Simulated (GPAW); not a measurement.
# Au (Fm-3m) in GPAW: a series of runs, part 2 of 2

GPAW 26.7.0. The steps go on from the part before.

### 3 Band structure, PBE, spin-orbit coupling, no magnetisation

The input, run.py:

```python
import numpy as np
from ase.dft.bandgap import bandgap
from ase.io import read, write
from ase.units import GPa
from gpaw import GPAW, PW
from gpaw.spinorbit import soc_eigenstates

atoms = read('POSCAR')

calc = GPAW(mode=PW(600),
            xc='PBE',
            kpts={'size': (8, 8, 8), 'gamma': True},
            occupations={'name': 'fermi-dirac', 'width': 0.05},
            nbands=14,
            convergence={'density': 1e-05, 'energy': 1e-05},
            maxiter=150,
            txt='gpaw.txt')
atoms.calc = calc
energy = atoms.get_potential_energy()
forces = atoms.get_forces()
stress = atoms.get_stress()
calc.write('gs.gpw')
write('result.traj', atoms)
print(f'Energy: {energy:.6f} eV')
print('Forces (eV/A):')
print(forces.round(4))
print('Stress (GPa):', (stress / GPa).round(3))
print('Fermi level:', round(calc.get_fermi_level(), 4), 'eV')
print(f'Gap: {bandgap(calc)[0]:.4f} eV, direct: {bandgap(calc, direct=True)[0]:.4f} eV')

path = atoms.cell.bandpath('GXWKGLUWLK,UX', npoints=80, eps=1e-4)
bs_calc = calc.fixed_density(kpts=path, symmetry='off', nbands=21,
                             convergence={'bands': 'CBM+6.0', 'eigenstates': 1e-6}, txt='bands.txt')
bs = bs_calc.band_structure()
bs.write('bs.json')
print(f'Gap on the path: {bandgap(bs_calc)[0]:.4f} eV')

soc = soc_eigenstates(bs_calc, theta=0, phi=0)
np.savetxt('soc_bands.dat', soc.eigenvalues(), fmt='%.4f')
mesh = soc_eigenstates('gs.gpw', theta=0, phi=0)
np.savetxt('soc_mesh.dat', mesh.eigenvalues(), fmt='%.4f')
print('Fermi level with spin-orbit coupling:', round(mesh.fermi_level, 4), 'eV')
```

The input, POSCAR:

```
Au
1.0
    0.0000000000      2.0350000000      2.0350000000
    2.0350000000      0.0000000000      2.0350000000
    2.0350000000      2.0350000000      0.0000000000
Au
1
Direct
    0.0000000000      0.0000000000      0.0000000000
```

Potentials or basis: GPAW PAW data sets (gpaw-data 1.2.1), pw.

The run is started by

```console
> OMP_NUM_THREADS=1 python run.py
```

gpaw.txt:

```text
__  _  _
 | _ |_)|_||  |
 |__||  | ||/\| - 26.7.0

Input parameters:
  mode=PW(ecut=600.0),
  convergence={'density': 1e-05, 'energy': 1e-05},
  kpts=MonkhorstPack(size=(8, 8, 8), gamma=True),
  maxiter=150,
  nbands=14,
  occupations=Occupations(name='fermi-dirac', width=0.05),
  xc=XC(name='PBE')

Diagonalizing LCAO Hamiltonian
Converting LCAO to pw mode

       Au

Atoms  # Å, Bohr magnetons
|   | symbol |        x |        y |        z |    initial magnetic moments |
|---|--------|----------|----------|----------|-----------------------------|
| 0 |     Au | 0.000000 | 0.000000 | 0.000000 | ( 0.0000,  0.0000,  0.0000) |

Unit cell  # Å
| periodic |        x |        y |        z |  lengths |    angles |
|----------|----------|----------|----------|----------|-----------|
|      yes | 0.000000 | 2.035000 | 2.035000 | 2.877925 | 60.000000 |
|      yes | 2.035000 | 0.000000 | 2.035000 | 2.877925 | 60.000000 |
|      yes | 2.035000 | 2.035000 | 0.000000 | 2.877925 | 60.000000 |

Number of symmetries: 48
Symmetry operations  # r_c * U_cc + t_c -> r_c
[... 172 lines left out ...]

Energy contributions:
  Kinetic:          -2.978370
  Coulomb:           2.111534
  Zero:              0.150126
  External:          0.000000
  Xc:               -2.351465
  Entropy:          -0.004779
  Spinorbit:         0.000000
  ----------------------------
  Free energy:      -3.072955
  Extrapolated:     -3.070565

dipole moment: (-13.904854, -13.904854, -13.904854)  # |e|*Ang

Fermi level: 10.127
Eigenvalues  # (at kpt = [0.000, 0.000, 0.000])
| band index |      eig [eV] | occ [0-2] |
|------------|---------------|-----------|
|          0 |         0.195 |     2.000 |
|          1 |         5.404 |     2.000 |
|          2 |         5.404 |     2.000 |
|          3 |         5.404 |     2.000 |
|          4 |         6.945 |     2.000 |
|          5 |         6.945 |     2.000 |
|          6 |        25.923 |     0.000 |
|          7 |        29.783 |     0.000 |
|          8 |        29.783 |     0.000 |
|          9 |        29.783 |     0.000 |
|         10 |        33.806 |     0.000 |
|         11 |        38.244 |     0.000 |
|         12 |        38.244 |     0.000 |
|         13 |        38.244 |     0.000 |

No gap
No difference between direct/indirect transitions

Forces  # eV/Ang
|        x |       y |        z |
|----------|---------|----------|
| -0.00000 | 0.00000 | -0.00000 |  # Au   0

Stress tensor  # eV/Ang^3
|         x |         y |         z |
|-----------|-----------|-----------|
| -0.089572 | -0.000000 |  0.000000 |
| -0.000000 | -0.089572 |  0.000000 |
|  0.000000 |  0.000000 | -0.089572 |

# Writing to gs.gpw (mode='')
```

It took 17 s on 1 thread of Arm Neoverse V1, shared host; peak memory 0.18 GiB.

Results:

```yaml
Free_energy: -3.0730 eV
Pressure: 14.4 GPa
Band_gap_along_the_path: none (metal or under the smearing width)
```

Levels at the corners of the path, in eV from the Fermi level:
```
point  band 6  band 7  band 8  band 9  band 10  band 11  band 12  band 13  band 14
    Γ   -5.49   -4.23   -4.23   -3.01    -3.01    -3.01    -3.01    15.67    15.67
    X   -2.34   -2.13   -2.13   -1.03    -1.03     0.58     0.58     5.87     5.87
    W   -5.21   -3.25   -3.25   -1.65    -1.65     4.83     4.83     5.29     5.29
    K   -4.11   -3.03   -3.03   -1.95    -1.95     3.73     3.74     4.61     4.61
    Γ   -5.49   -4.23   -4.23   -3.01    -3.01    -3.01    -3.01    15.67    15.67
    L   -4.38   -2.39   -2.39   -1.63    -1.63    -1.31    -1.31     3.17     3.17
    U   -4.11   -3.03   -3.03   -1.95    -1.95     3.73     3.74     4.61     4.61
    W   -5.21   -3.25   -3.25   -1.65    -1.65     4.83     4.83     5.29     5.29
    L   -4.38   -2.39   -2.39   -1.63    -1.63    -1.31    -1.31     3.17     3.17
    K   -4.11   -3.03   -3.03   -1.95    -1.95     3.73     3.74     4.61     4.61
    U   -4.11   -3.03   -3.03   -1.95    -1.95     3.73     3.74     4.61     4.61
    X   -2.34   -2.13   -2.13   -1.03    -1.03     0.58     0.58     5.87     5.87
```

Caveat: with this Au data set, volumes or pressures lay over 1.5 % or 2 GPa off other programs in two to four cells of ten; spin-orbit coupling was added after a scalar SCF, so levels and gaps hold it while energy, forces, pressure and moments don't; this program's spin-orbit splittings come out too wide for heavy elements.

### 4 Band structure, LDA

The input, run.py:

```python
from ase.dft.bandgap import bandgap
from ase.io import read, write
from ase.units import Bohr, GPa
from gpaw import GPAW, PW
from gpaw.elf import elf_from_dft_calculation

atoms = read('POSCAR')

calc = GPAW(mode=PW(600),
            xc='LDA',
            kpts={'size': (11, 11, 11), 'gamma': True},
            occupations={'name': 'fermi-dirac', 'width': 0.05},
            nbands=14,
            convergence={'density': 1e-05, 'energy': 1e-05},
            maxiter=150,
            txt='gpaw.txt')
atoms.calc = calc
energy = atoms.get_potential_energy()
forces = atoms.get_forces()
stress = atoms.get_stress()
calc.write('gs.gpw')
write('result.traj', atoms)
print(f'Energy: {energy:.6f} eV')
print('Forces (eV/A):')
print(forces.round(4))
print('Stress (GPa):', (stress / GPa).round(3))
print('Fermi level:', round(calc.get_fermi_level(), 4), 'eV')
print(f'Gap: {bandgap(calc)[0]:.4f} eV, direct: {bandgap(calc, direct=True)[0]:.4f} eV')

# fields on the real-space grid
write('density.cube', atoms, data=calc.get_pseudo_density() * Bohr**3)
write('potential.cube', atoms, data=calc.get_electrostatic_potential())
write('elf.cube', atoms, data=elf_from_dft_calculation(calc).data)

path = atoms.cell.bandpath('GXWKGLUWLK,UX', npoints=60, eps=1e-4)
bs_calc = calc.fixed_density(kpts=path, symmetry='off', nbands=21,
                             convergence={'bands': 'CBM+6.0', 'eigenstates': 1e-6}, txt='bands.txt')
bs = bs_calc.band_structure()
bs.write('bs.json')
print(f'Gap on the path: {bandgap(bs_calc)[0]:.4f} eV')
```

POSCAR is that of step 3.

Potentials or basis: the program's PAW data sets (release 1.2.1) made for this functional, pw.

The run is started by

```console
> OMP_NUM_THREADS=1 python run.py
```

Run time: 18 s. Hardware: 1 thread of Arm Neoverse V1, shared host; peak memory 0.16 GiB.

The run converged. Its results:

```
Free energy             : -4.3766 eV
Pressure                : 0.3 GPa
Band gap along the path : none (metal or under the smearing width)
```

Levels at the corners of the path, in eV from the Fermi level:
| point | band 1 | band 2 | band 3 | band 4 | band 5 | band 6 | band 7 |
| --- | --- | --- | --- | --- | --- | --- | --- |
| Γ | -10.05 | -4.75 | -4.75 | -4.75 | -3.19 | -3.19 | 16.10 |
| X | -7.18 | -6.85 | -2.00 | -1.62 | -1.62 | 0.94 | 5.82 |
| W | -6.05 | -5.23 | -5.23 | -3.34 | -1.62 | 4.82 | 6.34 |
| K | -6.55 | -5.93 | -3.89 | -2.89 | -2.08 | 3.93 | 4.67 |
| Γ | -10.05 | -4.75 | -4.75 | -4.75 | -3.19 | -3.19 | 16.10 |
| L | -7.44 | -4.79 | -4.79 | -1.95 | -1.95 | -1.08 | 3.11 |
| U | -6.55 | -5.93 | -3.89 | -2.89 | -2.08 | 3.93 | 4.67 |
| W | -6.05 | -5.23 | -5.23 | -3.34 | -1.62 | 4.82 | 6.34 |
| L | -7.44 | -4.79 | -4.79 | -1.95 | -1.95 | -1.08 | 3.11 |
| K | -6.55 | -5.93 | -3.89 | -2.89 | -2.08 | 3.93 | 4.67 |
| U | -6.55 | -5.93 | -3.89 | -2.89 | -2.08 | 3.93 | 4.67 |
| X | -7.18 | -6.85 | -2.00 | -1.62 | -1.62 | 0.94 | 5.82 |

Caveat: with this Au data set, volumes or pressures lay over 1.5 % or 2 GPa off other programs in two to four cells of ten; spin-orbit coupling is left out, which moves the levels of the heavy elements.

### 5 Band structure, PBEsol

The input, run.py:

```python
from ase import Atoms
from ase.dft.bandgap import bandgap
from ase.io import write
from ase.units import GPa
from gpaw import GPAW, PW, setup_paths

setup_paths.insert(0, '.')

atoms = Atoms(['Au'],
              cell=[[0.0, 2.035, 2.035],
                    [2.035, 0.0, 2.035],
                    [2.035, 2.035, 0.0]],
              scaled_positions=[[0.0, 0.0, 0.0]],
              pbc=True)

calc = GPAW(mode=PW(600),
            xc='PBEsol',
            kpts={'size': (11, 11, 11), 'gamma': True},
            occupations={'name': 'fermi-dirac', 'width': 0.05},
            nbands=14,
            convergence={'density': 1e-05, 'energy': 1e-05},
            maxiter=150,
            txt='gpaw.txt')
atoms.calc = calc
energy = atoms.get_potential_energy()
forces = atoms.get_forces()
stress = atoms.get_stress()
calc.write('gs.gpw')
write('result.traj', atoms)
print(f'Energy: {energy:.6f} eV')
print('Forces (eV/A):')
print(forces.round(4))
print('Stress (GPa):', (stress / GPa).round(3))
print('Fermi level:', round(calc.get_fermi_level(), 4), 'eV')
print(f'Gap: {bandgap(calc)[0]:.4f} eV, direct: {bandgap(calc, direct=True)[0]:.4f} eV')

path = atoms.cell.bandpath('GXWKGLUWLK,UX', npoints=80, eps=1e-4)
bs_calc = calc.fixed_density(kpts=path, symmetry='off', nbands=21,
                             convergence={'bands': 'CBM+6.0', 'eigenstates': 1e-6}, txt='bands.txt')
bs = bs_calc.band_structure()
bs.write('bs.json')
print(f'Gap on the path: {bandgap(bs_calc)[0]:.4f} eV')
```

Potentials or basis: PAW data sets generated in the run's folder for this functional, pw.

The run is started by

```console
> gpaw-setup -f PBEsol Au
> OMP_NUM_THREADS=1 python run.py
```

Run time: 24 s. Hardware: 1 thread of Arm Neoverse V1, shared host; peak memory 0.17 GiB.

It converged, with:

| Quantity | Value |
| --- | --- |
| Free energy | -3.8370 eV |
| Pressure | 4.7 GPa |
| Band gap along the path | none (metal or under the smearing width) |

Levels at the corners of the path, in eV from the Fermi level:
| point | band 3 | band 4 | band 5 | band 6 | band 7 |
| --- | --- | --- | --- | --- | --- |
| Γ | -4.74 | -4.74 | -3.19 | -3.19 | 15.81 |
| X | -2.01 | -1.63 | -1.63 | 0.94 | 5.89 |
| W | -5.23 | -3.34 | -1.63 | 4.90 | 6.34 |
| K | -3.89 | -2.90 | -2.08 | 3.99 | 4.67 |
| Γ | -4.74 | -4.74 | -3.19 | -3.19 | 15.81 |
| L | -4.78 | -1.96 | -1.96 | -1.10 | 3.16 |
| U | -3.89 | -2.90 | -2.08 | 3.99 | 4.67 |
| W | -5.23 | -3.34 | -1.63 | 4.90 | 6.34 |
| L | -4.78 | -1.96 | -1.96 | -1.10 | 3.16 |
| K | -3.89 | -2.90 | -2.08 | 3.99 | 4.67 |
| U | -3.89 | -2.90 | -2.08 | 3.99 | 4.67 |
| X | -2.01 | -1.63 | -1.63 | 0.94 | 5.89 |

Caveat: with this Au data set, volumes or pressures lay over 1.5 % or 2 GPa off other programs in two to four cells of ten; spin-orbit coupling is left out, which moves the levels of the heavy elements.

### 6 Summary

```tsv
level	potentials or basis	spin	k mesh	band points	spin axis theta (degrees)	spin axis phi (degrees)	soc after scf	pressure (GPa)
PBE	GPAW PAW data sets (gpaw-data 1.2.1), pw	off	11 × 11 × 11	100	-	-	-	13.3
PBE	GPAW PAW data sets (gpaw-data 1.2.1), pw	SOC, no magnetisation	8 × 8 × 8	80	0	0	second variation	14.4
LDA	the program's PAW data sets (release 1.2.1) made for this functional, pw	off	11 × 11 × 11	60	-	-	-	0.3
PBEsol	PAW data sets generated in the run's folder for this functional, pw	off	11 × 11 × 11	80	-	-	-	4.7
```

Alike in all rows: task band structure; cell as given; cutoff (eV) 600; smearing fermi-dirac 0.05 eV.

Caveats: with this Au data set, volumes or pressures lay over 1.5 % or 2 GPa off other programs in two to four cells of ten; spin-orbit coupling is left out, which moves the levels of the heavy elements (some runs); spin-orbit coupling was added after a scalar SCF, so levels and gaps hold it while energy, forces, pressure and moments don't (some runs); this program's spin-orbit splittings come out too wide for heavy elements (some runs).

Absolute energies hang on the potentials; compare differences alone.
